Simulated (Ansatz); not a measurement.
A run of Ansatz 0.2.0 is set up as follows.

input.yaml

```yaml
crystal:
  lattice:
    - [0.0, 2.04275, 2.04275]
    - [2.04275, 0.0, 2.04275]
    - [2.04275, 2.04275, 0.0]
  atoms:
    - { symbol: Ag, position: [0.0, 0.0, 0.0] }
kpoints:
  mp_grid: { grid: [11, 11, 11] }
scf:
  occupations: { method: fermi_dirac, width: 0.05 }
hamiltonian:
  xc: pbesol
  pseudopotentials: { kind: all_electron, lapw: { basis_error: 0.001 } }
output:
  forces: true
  stress: true
relax:
  f_tol: 0.005
  max_steps: 60
  cell: {}
```

Potentials or basis: all-electron LAPW, scalar-relativistic.

Run with:

```sh
$ ansatz run input.yaml --threads 1 --pin off --max-ram 3072MiB --backend cpu --events-out ev --progress --plain --runs-dir out
```

(1) Estimate the relaxed cell.

(2) Predict the relaxed volume.

(3) Predict the space group after relaxing (to 0.05 Å).

## Answers

(1) a = 2.864 Å, b = 2.864 Å, c = 2.864 Å, α = 60.00°, β = 60.00°, γ = 60.00°.

(2) 16.61 Å³/atom.

(3) Fm-3m (No. 225).
